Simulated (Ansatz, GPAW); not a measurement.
## One calculation of TiCo, 3 ways

```
CELL_PARAMETERS angstrom
2.98611 0.00000 0.00000
0.00000 2.98611 0.00000
0.00000 0.00000 2.98611
ATOMIC_POSITIONS crystal
Co 0.50000 0.50000 0.50000
Ti 0.00000 0.00000 0.00000
```

The cell comes from a database or a generator and needn't be the stable form of this composition.

Alike in all runs: task band structure; functional PBEsol; k mesh 9 × 9 × 9; occupations fermi-dirac, width 0.05 eV; collinear spin, ferromagnetic start; no spin-orbit coupling. Pressure is positive in compression and, in plane waves, holds the error of the finite cutoff, which Ansatz's Pulay term estimates and takes out.

```tsv
program and potentials	plane-wave cutoff (eV)	notes	band gap (eV)	pressure (GPa)	net moment per atom (μB)
Ansatz, PAW datasets made for the crystal	280	14.5 valence electrons an atom on average	no gap	-8.09	0.37
Ansatz, all-electron LAPW, scalar-relativistic	-	-	no gap	-8.09	0.37
GPAW, PAW data sets generated for this functional	600	10.5 valence electrons an atom on average	no gap	-8.46	0.35
```

None finds a gap. The pressure spans -8.46 (GPAW, PAW data sets generated for this functional) to -8.09 GPa (Ansatz, PAW datasets made for the crystal), with all-electron results at -8.09. The net moment per atom spans 0.35 (GPAW, PAW data sets generated for this functional) to 0.37 μB (Ansatz, PAW datasets made for the crystal), with all-electron results at 0.37. The state is the one that the start led to, which needn't be the lowest.

The functional is the same throughout but for its coding, so the spread measures potentials, basis and numerics; runs on potential files found faulty are left out.
